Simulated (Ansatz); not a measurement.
**Li2O: the band gap up the ladder of functionals**

The task here is to estimate one member of a computed series from the others.

Program: Ansatz 0.2.0. PAW datasets, plane waves. The values are computed, spin-unpolarised, and not measurements.

**The system as given**

The cell was relaxed beforehand with r2SCAN.

The symmetry is Fm-3m (No. 225, cubic); conventional cell a = 4.573 Å, 7.97 Å³ an atom. Near Li stand 4 O at 1.98 Å; near O stand 8 Li at 1.98 Å.

The structure in full:

```
CELL_PARAMETERS angstrom
0.00000 2.28637 2.28637
2.28637 0.00000 2.28637
2.28637 2.28637 0.00000
ATOMIC_POSITIONS crystal
Li 0.25000 0.25000 0.25000
Li 0.75000 0.75000 0.75000
O 0.00000 0.00000 0.00000
```

The first run:

input.yaml reads:

```yaml
crystal:
  lattice:
    - [0.0, 2.2863690198, 2.2863690198]
    - [2.2863690198, 0.0, 2.2863690198]
    - [2.2863690198, 2.2863690198, 0.0]
  atoms:
    - { symbol: Li, position: [0.25, 0.25, 0.25] }
    - { symbol: Li, position: [0.75, 0.75, 0.75] }
    - { symbol: O, position: [0.0, 0.0, 0.0] }
kpoints:
  mp_grid: { grid: [10, 10, 10] }
  band_path:
    path:
      - [[0.0, 0.0, 0.0], [0.5, -3.595337450383e-34, 0.5], [0.625, 0.25, 0.625]]
      - [[0.375, 0.375, 0.75], [0.0, 0.0, 0.0], [0.5, 0.5, 0.5], [0.5, 0.25, 0.75], [0.5, -3.595337450383e-34, 0.5]]
    npoints: 10
hamiltonian:
  xc: pbe
scf:
  occupations: { method: fermi_dirac, width: 0.02 }
  n_extra_bands: 4
output:
  forces: true
  stress: true
  eigenvalues: true
```

Started as:

```
> ansatz run input.yaml --threads 2 --pin off --max-ram 2211MiB --backend cpu --events-out ev --progress --plain --runs-dir out
```

Among the steps run: PBE bands along the symmetry lines; r2SCAN at the same geometry; HSE06; Single point with PBE0; LDA; G0W0 on PBE; DDH-PBE0; r2SCANh; r2SCAN0.

One table of the session follows, with a row left open; its other results are not shown here.

```
                     level  gap (eV)
                       PBE      5.05
                    r2SCAN      5.77
                     HSE06      6.65
                      PBE0      7.39
                       LDA      4.86
 G0W0@PBE (71 empty bands)      7.16
G0W0@PBE (177 empty bands)      7.40
                  DDH-PBE0         ?
                   r2SCANh      6.59
                   r2SCAN0      7.84
```

Q: Estimate the row for DDH-PBE0 from the others.

As computed: gap (eV): 8.28. In the column «gap (eV)» it is the highest.

Meshes: PBE 10×10×10, r2SCAN 10×10×10, HSE06 6×6×6, PBE0 6×6×6, LDA 10×10×10, DDH-PBE0 6×6×6, r2SCANh 6×6×6, r2SCAN0 6×6×6

In words: LDA gives the least gap, 4.86 eV, and DDH-PBE0 the largest, 8.28 eV. PBE reaches 68 % of the G0W0@PBE value, and r2SCAN 78 %. PBE0 lies 0.73 eV above HSE06, which differs from it by screening the long-range exchange. No extrapolation in bands, cutoff or mesh was made for G0W0.

Limits of these values: Warnings in the runs' records: stress scf threshold loose, stress exchange threshold loose.
